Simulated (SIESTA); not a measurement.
Au:

```xyz
1
Lattice="0.0000 2.0350 2.0350 2.0350 0.0000 2.0350 2.0350 2.0350 0.0000" Properties=species:S:1:pos:R:3 pbc="T T T"
Au    0.0000    0.0000    0.0000
```

Base run:

| Quantity | Value |
| --- | --- |
| Program | SIESTA 5.4.2 |
| Functional | LDA |
| Potentials or basis | PseudoDojo 0.4 standard (LDA files) |
| Basis | DZP (energy shift 0.002 Ry) |
| Grid cutoff | 800 Ry |
| Energy shift | 0.002 Ry |
| k mesh | 11 × 11 × 11 |
| Occupations | fermi-dirac, width 0.05 eV |
| Spin | no spin polarisation |

Its results: band gap on the k mesh none (metal or under the smearing width); pressure -1.9 GPa.

Question: The run is repeated on the same cell with these changes: functional from LDA to PBE; potentials or basis from PseudoDojo 0.4 standard (LDA files) to SG15 1.2 (PBE files) or PseudoDojo by element. What comes out?

Answer: Band gap on the k mesh none (metal or under the smearing width); pressure 12.0 GPa.

Caveats: semicore shells carry a single zeta, which can move pressures by several GPa and volumes by a few percent; spin-orbit coupling is left out, which moves the levels of the heavy elements; the basis of atomic orbitals isn't converged, which shifts pressures, moduli and gaps.
